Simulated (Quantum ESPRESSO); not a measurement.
**Ga under changes of volume**

One of the cells (18.191 Å³/atom); the others are scaled copies at fixed shape and fractional positions:

```xyz
2
Lattice="2.7784 0.0000 0.0000 0.0000 3.2816 0.0000 -1.3434 0.0000 3.9903" Properties=species:S:1:pos:R:3 pbc="T T T"
Ga   -0.6607    2.4612    3.0732
Ga    2.0957    0.8204    0.9171
```

This isn't the form of Ga at room conditions, which is orthorhombic.

- Program: Quantum ESPRESSO 7.5
- Functional: r2SCAN
- Potentials or basis: SG15 PBE 1.2
- Cutoff: 1197 eV
- Density cutoff: 4789 eV
- k mesh: 6 × 4 × 4
- Occupations: fermi-dirac, width 0.05 eV
- Spin: no spin polarisation

| volume (Å³/atom) | energy over the lowest point (meV/atom) | pressure (GPa) |
| --- | --- | --- |
| 17.100 | ? | ? |
| 17.463 | 0.00 | -0.4 |
| 17.827 | 2.34 | -1.7 |
| 18.191 | 7.55 | -2.9 |
| 18.555 | 15.27 | -3.9 |
| 18.919 | 25.21 | -4.8 |
| 19.283 | 37.07 | -5.6 |

Problem. What does the run at 17.100 Å³/atom give?

Solution. Energy over the lowest point 0.92 meV/atom; pressure 1.2 GPa.

Worked out: A Birch-Murnaghan fit of order 3 (a polynomial in V^(-2/3)) to the other rows has its minimum at 17.38 Å³/atom, just outside them, with B0 = V·E''(V) = 71 GPa and B' = 5.2 at fixed shape and positions, which overstates the stiffness. It gives 0.92 meV/atom at 17.100 Å³/atom, against the run's 0.92, and -dE/dV = 1.2 GPa, against 1.2.

Energies are extrapolated to zero smearing.

Caveats: all runs use coarse meshes; the potentials were made for another functional, which shifts forces and pressure.
